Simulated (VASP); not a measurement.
# C (Fd-3m) in VASP: a series of runs

The runs below take C through single point, with LDA.

All numbers are computed with VASP 6.6.1; they aren't measurements. Logs are shortened: lines on timing, memory, paths and dates and some standing lists are left out, and cuts for length are marked.

### Step 1. The undisturbed crystal

Symmetry: Fd-3m, No. 227, cubic system. Conventional cell: a = 3.567 Å, b = 3.567 Å, c = 3.567 Å, α = 90.00°, β = 90.00°, γ = 90.00°. C (site symmetry -43m) is surrounded by 4 C at 1.54 Å.

This isn't the form of C at room conditions, which is graphite.

### Step 2. Single point, LDA (grid = ENCUT=400 dk=0.35 cell=3x3x3 ISMEAR=0 SIGMA=0.05 LREAL=Auto EDIFF=1e-06)

Contents of INCAR:

```
SYSTEM = C
PREC = Accurate ; ENCUT = 400
EDIFF = 1E-6 ; ISMEAR = 0
SIGMA = 0.05 ; LREAL = Auto
LASPH = .True. ; NELM = 120
ALGO = Fast ; ISIF = 2
LWAVE = .False. ; LCHARG = .False.
NBANDS = 126 ; NCORE = 1
KPAR = 2
```

Contents of KPOINTS:

```
Automatic mesh
0
Gamma
  3 3 3
  0 0 0
```

Contents of POSCAR:

```
C
1.0
    0.0000000000      5.3501100000      5.3501100000
    5.3501100000      0.0000000000      5.3501100000
    5.3501100000      5.3501100000      0.0000000000
C
54
Direct
    0.2500000000      0.2500000000      0.2500000000
    0.2500000000      0.2500000000      0.5833333333
    0.2500000000      0.2500000000      0.9166666667
    0.2500000000      0.5833333333      0.2500000000
    0.2500000000      0.5833333333      0.5833333333
    0.2500000000      0.5833333333      0.9166666667
    0.2500000000      0.9166666667      0.2500000000
    0.2500000000      0.9166666667      0.5833333333
    0.2500000000      0.9166666667      0.9166666667
    0.5833333333      0.2500000000      0.2500000000
    0.5833333333      0.2500000000      0.5833333333
    0.5833333333      0.2500000000      0.9166666667
    0.5833333333      0.5833333333      0.2500000000
    0.5833333333      0.5833333333      0.5833333333
    0.5833333333      0.5833333333      0.9166666667
    0.5833333333      0.9166666667      0.2500000000
    0.5833333333      0.9166666667      0.5833333333
    0.5833333333      0.9166666667      0.9166666667
    0.9166666667      0.2500000000      0.2500000000
    0.9166666667      0.2500000000      0.5833333333
    0.9166666667      0.2500000000      0.9166666667
    0.9166666667      0.5833333333      0.2500000000
    0.9166666667      0.5833333333      0.5833333333
    0.9166666667      0.5833333333      0.9166666667
    0.9166666667      0.9166666667      0.2500000000
    0.9166666667      0.9166666667      0.5833333333
    0.9166666667      0.9166666667      0.9166666667
    0.1666666667      0.1666666667      0.1666666667
    0.1666666667      0.1666666667      0.5000000000
    0.1666666667      0.1666666667      0.8333333333
    0.1666666667      0.5000000000      0.1666666667
    0.1666666667      0.5000000000      0.5000000000
    0.1666666667      0.5000000000      0.8333333333
    0.1666666667      0.8333333333      0.1666666667
    0.1666666667      0.8333333333      0.5000000000
    0.1666666667      0.8333333333      0.8333333333
    0.5000000000      0.1666666667      0.1666666667
    0.5000000000      0.1666666667      0.5000000000
    0.5000000000      0.1666666667      0.8333333333
    0.5000000000      0.5000000000      0.1666666667
    0.5000000000      0.5000000000      0.5000000000
    0.5000000000      0.5000000000      0.8333333333
    0.5000000000      0.8333333333      0.1666666667
    0.5000000000      0.8333333333      0.5000000000
    0.5000000000      0.8333333333      0.8333333333
    0.8333333333      0.1666666667      0.1666666667
    0.8333333333      0.1666666667      0.5000000000
    0.8333333333      0.1666666667      0.8333333333
    0.8333333333      0.5000000000      0.1666666667
    0.8333333333      0.5000000000      0.5000000000
    0.8333333333      0.5000000000      0.8333333333
    0.8333333333      0.8333333333      0.1666666667
    0.8333333333      0.8333333333      0.5000000000
    0.8333333333      0.8333333333      0.8333333333
```

Potentials or basis: VASP PAW LDA potentials, release 64 (C).

On the command line:

```bash
$ cat potpaw_LDA.64/C/POTCAR > POTCAR
$ mpirun -np 4 vasp_std > vasp.out
```

OUTCAR:

```text
SYSTEM = C
   PREC = Accurate
   ENCUT = 400
   EDIFF = 1E-6
   ISMEAR = 0
   LREAL = Auto
   LASPH = .True.
   NELM = 120
   ISIF = 2

 Found      4 irreducible k-points:

 Following reciprocal coordinates:
            Coordinates               Weight
  0.000000  0.000000  0.000000      1.000000
  0.333333  0.000000  0.000000      8.000000
  0.333333  0.333333  0.000000      6.000000
 -0.333333  0.333333  0.000000     12.000000
   k-points           NKPTS =      4   k-points in BZ     NKDIM =      4   number of bands    NBANDS=    126
   number of dos      NEDOS =    301   number of ions     NIONS =     54
   total plane-waves  NPLWV = 125000
   dimension x,y,z NGX =    50 NGY =   50 NGZ =   50
   dimension x,y,z NGXF=   100 NGYF=  100 NGZF=  100
   ions per type =              54
   NGX,Y,Z   is equivalent  to a cutoff of  10.99, 10.99, 10.99 a.u.
   NGXF,Y,Z  is equivalent  to a cutoff of  21.97, 21.97, 21.97 a.u.
 SYSTEM =  C
   PREC   = accura    normal or accurate (medium, high low for compatibility)
   ISTART =      0    job   : 0-new  1-cont  2-samecut
   ICHARG =      2    charge: 1-file 2-atom 10-const
   ISPIN  =      1    spin polarized calculation?
   LNONCOLLINEAR =      F non collinear calculations
   LSORBIT =      F    spin-orbit coupling
   LASPH  =      T    aspherical Exc in radial PAW
   ENCUT  =  400.0 eV  29.40 Ry    5.42 a.u.  12.34 12.34 12.34*2*pi/ulx,y,z
   NELM   =    120;   NELMIN=  2; NELMDL= -5     # of ELM steps
   EDIFF  = 0.1E-05   stopping-criterion for ELM
   LREAL  =      T    real-space projection
   EDIFFG = 0.1E-04   stopping-criterion for IOM
   NSW    =      0    number of steps for IOM
   IBRION =     -1    ionic relax: 0-MD 1-quasi-New 2-CG
   NFREE  =      0    steps in history (QN), initial steepest desc. (CG)
   ISIF   =      2    stress and relaxation
   ISYM   =      2    0-nonsym 1-usesym 2-fastsym
   POTIM  = 0.5000    time-step for ionic-motion
   TEBEG  =    0.0;   TEEND  =   0.0 temperature during run
   PSTRESS=    0.0 pullay stress
   NELECT =     216.0000    total number of electrons
   NUPDOWN=      -1.0000    fix difference up-down
   EMIN   =  10.00;   EMAX   =-10.00  energy-range for DOS
   EFERMI =   0.00;   METHOD = LEGACY
   ISMEAR =     0;   SIGMA  =   0.05  broadening in eV -4-tet -1-fermi 0-gaus
   EFERMI_NEDOS =   21; number of points for ismear=-14 and -15
   IALGO  =     68    algorithm
   IMIX   =      4    mixing-type and parameters
     AMIX     =   0.40;   BMIX     =  1.00
     AMIX_MAG =   1.60;   BMIX_MAG =  1.00
  volume/ion in A,a.u.               =       5.67        38.28
  Fermi-wavevector in a.u.,A,eV,Ry     =   1.457203  2.753714 28.891161  2.123440
  Thomas-Fermi vector in A             =   2.574032
   LORBIT       =      0    0 simple, 1 ext, 2 COOP (PROOUT), +10 PAW based schemes
   GGA     = CA    functional components
   LHFCALC =     F    Hartree Fock is set to
   AEXX    =    0.0000 exact exchange contribution
   IVDW    =     0    specifies the selected vdW correction
   LEPSILON=     F    determine dielectric tensor
   LRPA    =     F    only Hartree local field effects (RPA)
 non-spin polarized calculation
 RMM-DIIS sequential band-by-band and
 Gauss-broadening in eV      SIGMA  =   0.05
  energy-cutoff  :      400.00
  volume of cell :      306.28
 maximum number of plane-waves:      5601
 NGX is ok and might be reduce to    50
   NGX = 25   NGY = 25   NGZ = 25

 number of electron     216.0000000 magnetization

 Free energy of the ion-electron system (eV)
  ---------------------------------------------------
  ext. energy  EPLUGINS =         0.00000000
  ---------------------------------------------------
  free energy    TOTEN  =      -546.66902910 eV

  energy without entropy =     -546.66902910  energy(sigma->0) =     -546.66902910

 E-fermi :  10.0038     XC(G=0): -13.4999

 val. band max:        9.7437798118   @ k =   0.0000   0.0000   0.0000
 cond. band min:      13.8493237307   @ k =   0.0000   0.0000   0.0000
 fundamental gap:      4.1055439189
 Fermi energy:        10.0037741319

 k-point     1 :       0.0000    0.0000    0.0000
  band No.  band energies     occupation
      1     -11.5984      2.00000
      2      -8.5806      2.00000
      3      -8.5806      2.00000
      4      -8.5806      2.00000
      5      -8.5806      2.00000
      6      -8.5806      2.00000
[... 112 lines left out ...]
    119      16.0108      0.00000
    120      16.0108      0.00000

 k-point     2 :       0.3333    0.0000    0.0000
  band No.  band energies     occupation
      1     -11.2571      2.00000
      2     -10.2406      2.00000
      3      -8.9056      2.00000
      4      -8.9056      2.00000
      5      -8.9056      2.00000
      6      -8.5695      2.00000
[... 112 lines left out ...]
    119      15.9865      0.00000
    120      16.3836      0.00000

 k-point     3 :       0.3333    0.3333    0.0000
  band No.  band energies     occupation
      1     -11.1434      2.00000
      2      -9.7902      2.00000
      3      -9.4587      2.00000
      4      -9.4587      2.00000
      5      -9.4587      2.00000
      6      -9.4587      2.00000
[... 112 lines left out ...]
    119      16.3725      0.00000
    120      16.4072      0.00000

 k-point     4 :      -0.3333    0.3333    0.0000
  band No.  band energies     occupation
      1     -10.6907      2.00000
      2     -10.3523      2.00000
      3     -10.3523      2.00000
      4      -9.3459      2.00000
      5      -9.3459      2.00000
      6      -8.0331      2.00000
[... 112 lines left out ...]
    119      16.2002      0.00000
    120      16.7557      0.00000
 [bands above 120 left out]

------------------------ aborting loop because EDIFF is reached ----------------------------------------

  FORCE on cell =-STRESS in cart. coord.  units (eV):
  Direction    XX          YY          ZZ          XY          YZ          ZX
  --------------------------------------------------------------------------------------
  -------------------------------------------------------------------------------------
  Total      -29.6304102    -29.6304102    -29.6304102     -0.0000000      0.0000000     -0.0000000
  in kB     -154.9994357   -154.9994357   -154.9994357     -0.0000000      0.0000000     -0.0000000
  external PRESSURE =    -154.9994357 kB  Pullay stress =       0.0000000 kB

 VOLUME and BASIS-vectors are now :
 -----------------------------------------------------------------------------
  energy-cutoff  :      400.00
  volume of cell :      306.28
      direct lattice vectors                 reciprocal lattice vectors
     0.000000000  5.350110000  5.350110000    -0.093456022  0.093456022  0.093456022
     5.350110000  0.000000000  5.350110000     0.093456022 -0.093456022  0.093456022
     5.350110000  5.350110000  0.000000000     0.093456022  0.093456022 -0.093456022

 POSITION                                       TOTAL-FORCE (eV/Angst)
 -----------------------------------------------------------------------------------
      2.67505      2.67505      2.67505         0.000000      0.000000     -0.000000
      4.45842      4.45842      2.67505         0.000000     -0.000000     -0.000000
      6.24180      6.24180      2.67505        -0.000000      0.000000      0.000000
      4.45842      2.67505      4.45842         0.000000     -0.000000     -0.000000
      6.24179      4.45842      4.45842         0.000000      0.000000     -0.000000
      8.02516      6.24180      4.45842         0.000000     -0.000000     -0.000000
[... 46 lines left out ...]
      7.13348      7.13348      8.91685        -0.000000     -0.000000     -0.000000
      8.91685      8.91685      8.91685        -0.000000     -0.000000      0.000000
 -----------------------------------------------------------------------------------
    total drift:                                0.000002      0.000002      0.000003

  FREE ENERGIE OF THE ION-ELECTRON SYSTEM (eV)
  ---------------------------------------------------
  free  energy   TOTEN  =      -546.6690290960 eV

  energy  without entropy=     -546.6690290960  energy(sigma->0) =     -546.66902910
```

Wall time 1.8 min (4 MPI ranks of Intel Xeon Platinum 8259CL at 2.50GHz (Skylake/Cascade Lake), shared host); peak memory 0.26 GiB.

These settings aren't checked as converged: the numbers below hold their error.

Results:

```
Free energy            : -546.6690 eV
Band gap on the k mesh : 4.11 eV
```

Caveat: the cutoff is under 1.25 times the usual one of these potentials, so pressure, stress and relaxed cells hold a basis-set (Pulay) error; an odd mesh through Γ misses points on the zone boundary, where band edges often lie.

### Step 3. Single point, LDA (grid = ENCUT=400 dk=0.9 cell=3x3x3 ISMEAR=0 SIGMA=0.05 LREAL=Auto EDIFF=1e-06)

INCAR is that of step 2.

Contents of KPOINTS:

```
Automatic mesh
0
Gamma
  2 2 2
  0 0 0
```

POSCAR is that of step 2.

Potentials or basis: VASP PAW LDA potentials, release 64 (C).

On the command line:

```bash
$ cat potpaw_LDA.64/C/POTCAR > POTCAR
$ mpirun -np 4 vasp_std > vasp.out
```

OUTCAR:

```text
SYSTEM = C
   PREC = Accurate
   ENCUT = 400
   EDIFF = 1E-6
   ISMEAR = 0
   LREAL = Auto
   LASPH = .True.
   NELM = 120
   ISIF = 2

 Found      3 irreducible k-points:

 Following reciprocal coordinates:
            Coordinates               Weight
  0.000000  0.000000  0.000000      1.000000
  0.500000  0.000000  0.000000      4.000000
  0.500000  0.500000  0.000000      3.000000
   k-points           NKPTS =      3   k-points in BZ     NKDIM =      3   number of bands    NBANDS=    126
   number of dos      NEDOS =    301   number of ions     NIONS =     54
   total plane-waves  NPLWV = 125000
   dimension x,y,z NGX =    50 NGY =   50 NGZ =   50
   dimension x,y,z NGXF=   100 NGYF=  100 NGZF=  100
   ions per type =              54
   NGX,Y,Z   is equivalent  to a cutoff of  10.99, 10.99, 10.99 a.u.
   NGXF,Y,Z  is equivalent  to a cutoff of  21.97, 21.97, 21.97 a.u.
 SYSTEM =  C
   PREC   = accura    normal or accurate (medium, high low for compatibility)
   ISTART =      0    job   : 0-new  1-cont  2-samecut
   ICHARG =      2    charge: 1-file 2-atom 10-const
   ISPIN  =      1    spin polarized calculation?
   LNONCOLLINEAR =      F non collinear calculations
   LSORBIT =      F    spin-orbit coupling
   LASPH  =      T    aspherical Exc in radial PAW
   ENCUT  =  400.0 eV  29.40 Ry    5.42 a.u.  12.34 12.34 12.34*2*pi/ulx,y,z
   NELM   =    120;   NELMIN=  2; NELMDL= -5     # of ELM steps
   EDIFF  = 0.1E-05   stopping-criterion for ELM
   LREAL  =      T    real-space projection
   EDIFFG = 0.1E-04   stopping-criterion for IOM
   NSW    =      0    number of steps for IOM
   IBRION =     -1    ionic relax: 0-MD 1-quasi-New 2-CG
   NFREE  =      0    steps in history (QN), initial steepest desc. (CG)
   ISIF   =      2    stress and relaxation
   ISYM   =      2    0-nonsym 1-usesym 2-fastsym
   POTIM  = 0.5000    time-step for ionic-motion
   TEBEG  =    0.0;   TEEND  =   0.0 temperature during run
   PSTRESS=    0.0 pullay stress
   NELECT =     216.0000    total number of electrons
   NUPDOWN=      -1.0000    fix difference up-down
   EMIN   =  10.00;   EMAX   =-10.00  energy-range for DOS
   EFERMI =   0.00;   METHOD = LEGACY
   ISMEAR =     0;   SIGMA  =   0.05  broadening in eV -4-tet -1-fermi 0-gaus
   EFERMI_NEDOS =   21; number of points for ismear=-14 and -15
   IALGO  =     68    algorithm
   IMIX   =      4    mixing-type and parameters
     AMIX     =   0.40;   BMIX     =  1.00
     AMIX_MAG =   1.60;   BMIX_MAG =  1.00
  volume/ion in A,a.u.               =       5.67        38.28
  Fermi-wavevector in a.u.,A,eV,Ry     =   1.457203  2.753714 28.891161  2.123440
  Thomas-Fermi vector in A             =   2.574032
   LORBIT       =      0    0 simple, 1 ext, 2 COOP (PROOUT), +10 PAW based schemes
   GGA     = CA    functional components
   LHFCALC =     F    Hartree Fock is set to
   AEXX    =    0.0000 exact exchange contribution
   IVDW    =     0    specifies the selected vdW correction
   LEPSILON=     F    determine dielectric tensor
   LRPA    =     F    only Hartree local field effects (RPA)
 non-spin polarized calculation
 RMM-DIIS sequential band-by-band and
 Gauss-broadening in eV      SIGMA  =   0.05
  energy-cutoff  :      400.00
  volume of cell :      306.28
 maximum number of plane-waves:      5601
 NGX is ok and might be reduce to    50
   NGX = 25   NGY = 25   NGZ = 25

 number of electron     216.0000000 magnetization

 Free energy of the ion-electron system (eV)
  ---------------------------------------------------
  ext. energy  EPLUGINS =         0.00000000
  ---------------------------------------------------
  free energy    TOTEN  =      -546.40054373 eV

  energy without entropy =     -546.40054373  energy(sigma->0) =     -546.40054373

 E-fermi :  10.0306     XC(G=0): -13.4991

 val. band max:        9.7469526056   @ k =   0.0000   0.0000   0.0000
 cond. band min:      13.8508053196   @ k =   0.0000   0.0000   0.0000
 fundamental gap:      4.1038527139
 Fermi energy:        10.0306265193

 k-point     1 :       0.0000    0.0000    0.0000
  band No.  band energies     occupation
      1     -11.5967      2.00000
      2      -8.5787      2.00000
      3      -8.5787      2.00000
      4      -8.5787      2.00000
      5      -8.5787      2.00000
      6      -8.5787      2.00000
[... 112 lines left out ...]
    119      16.0121      0.00000
[... 245 lines left out ...]
    119      16.8014      0.00000
    120      16.8256      0.00000
 [bands above 120 left out]

------------------------ aborting loop because EDIFF is reached ----------------------------------------

  FORCE on cell =-STRESS in cart. coord.  units (eV):
  Direction    XX          YY          ZZ          XY          YZ          ZX
  --------------------------------------------------------------------------------------
  -------------------------------------------------------------------------------------
  Total      -29.6661546    -29.6661546    -29.6661546     -0.0000000     -0.0000000      0.0000000
  in kB     -155.1864180   -155.1864180   -155.1864180     -0.0000000     -0.0000000      0.0000000
  external PRESSURE =    -155.1864180 kB  Pullay stress =       0.0000000 kB

 VOLUME and BASIS-vectors are now :
 -----------------------------------------------------------------------------
  energy-cutoff  :      400.00
  volume of cell :      306.28
      direct lattice vectors                 reciprocal lattice vectors
     0.000000000  5.350110000  5.350110000    -0.093456022  0.093456022  0.093456022
     5.350110000  0.000000000  5.350110000     0.093456022 -0.093456022  0.093456022
     5.350110000  5.350110000  0.000000000     0.093456022  0.093456022 -0.093456022

 POSITION                                       TOTAL-FORCE (eV/Angst)
 -----------------------------------------------------------------------------------
      2.67505      2.67505      2.67505         0.000000      0.000000      0.000000
      4.45842      4.45842      2.67505         0.000000      0.000000      0.000000
      6.24180      6.24180      2.67505         0.000000      0.000000      0.000000
      4.45842      2.67505      4.45842         0.000000      0.000000      0.000000
      6.24179      4.45842      4.45842         0.000000      0.000000      0.000000
      8.02516      6.24180      4.45842         0.000000     -0.000000      0.000000
[... 46 lines left out ...]
      7.13348      7.13348      8.91685        -0.000000     -0.000000     -0.000000
      8.91685      8.91685      8.91685        -0.000000     -0.000000     -0.000000
 -----------------------------------------------------------------------------------
    total drift:                                0.000002      0.000002      0.000003

  FREE ENERGIE OF THE ION-ELECTRON SYSTEM (eV)
  ---------------------------------------------------
  free  energy   TOTEN  =      -546.4005437325 eV

  energy  without entropy=     -546.4005437325  energy(sigma->0) =     -546.40054373
```

It took 1.9 min on 4 MPI ranks of Intel Xeon Platinum 8259CL at 2.50GHz (Skylake/Cascade Lake), shared host; peak memory 0.24 GiB.

These settings aren't checked as converged: the numbers below hold their error.

What came out:

| Property | Result |
| --- | --- |
| Free energy | -546.4005 eV |
| Band gap on the k mesh | 4.10 eV |

Caveat: the k mesh is coarse (spacing up to 0.51 Å⁻¹), so the values aren't converged; the cutoff is under 1.25 times the usual one of these potentials, so pressure, stress and relaxed cells hold a basis-set (Pulay) error.

### Step 4. The reference run

An earlier run on the cell as given: functional PBE; potentials or basis VASP PAW PBE potentials, release 64 (C); cutoff 520 eV; k mesh 13 × 13 × 13; occupations fermi-dirac, width 0.05 eV; no spin polarisation.

- Pressure: 2.5 GPa
- Band gap on the k mesh: 4.14 eV, indirect (least direct gap 5.59 eV)
